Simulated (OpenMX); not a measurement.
The system is Sn.

```
Sn
1.0
    -1.87793    1.89840    1.91025
     1.89462   -1.86981    1.89834
     1.88740    1.87928   -1.88166
Sn
1
Direct
  0.00960 0.00631 0.99674
```

The cell isn't the ideal one: cell strained at random at fixed volume.

Base run:

| Quantity | Value |
| --- | --- |
| Program | OpenMX 3.8.5 |
| Functional | PBE |
| Potentials or basis | OpenMX 2013 PBE set, Sn7.0-s3p2d2, grid cutoff 500 Ry |
| k mesh | 11 × 11 × 11 |
| Occupations | fermi-dirac, width 0.05 eV |
| Spin | no spin polarisation |

Its results: band gap on the k mesh none (metal or under the smearing width); pressure -7.0 GPa.

**Question.** The run is repeated on the same cell with these changes: potentials or basis from OpenMX 2013 PBE set, Sn7.0-s3p2d2, grid cutoff 500 Ry to OpenMX 2013 PBE set, Sn7.0-s3p2d1, grid cutoff 500 Ry. What comes out?

**Answer.** Band gap on the k mesh none (metal or under the smearing width); pressure -2.1 GPa.

Caveats: the basis of atomic orbitals isn't converged, which shifts pressures, moduli and gaps.
